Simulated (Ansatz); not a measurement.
# Rh: equation of state with PBEsol

**The experiment to reproduce.**

“Thermal equation of state of rhodium characterized by XRD in a resistively heated diamond anvil cell”, 2024, pmc:11535440 quotes, for a bulk crystal of Rh: bulk modulus 264 ± 1 GPa.

Rh:

```
Rh
1.0
     0.00000    1.89785    1.89785
     1.89785    0.00000    1.89785
     1.89785    1.89785    0.00000
Rh
1
Direct
  0.00000 0.00000 0.00000
```

```yaml
Program: Ansatz 0.2.0
Task: equation of state
Functional: PBEsol
Potentials_or_basis: all-electron LAPW, scalar-relativistic
Basis_error_allowed: 0.0005 eV/atom
k_mesh: 12 × 12 × 12
Occupations: fermi-dirac, width 0.05 eV
Spin: no spin polarisation
```

The equilibrium volume is 13.49 Å³/atom and the bulk modulus is 296 GPa. The pressure derivative of the bulk modulus is 5.1.

Energy against volume, from the lowest point:
```tsv
volume (Å³/atom)	energy (meV/atom)
12.851	30.69
13.125	9.28
13.398	0.00
13.671	1.43
13.945	12.35
14.218	31.64
14.492	58.30
```

All runs of the series together: 49 s on 1 thread of Arm Neoverse V2 (shared host).

Against the measured bulk modulus of Rh, 264 GPa (quoted in “Thermal equation of state of rhodium characterized by XRD in a resistively heated diamond anvil cell”, 2024, pmc:11535440), the calculated 296 GPa is off by +12.3 %. The fit is for a static lattice scaled at fixed shape and fixed fractional positions.
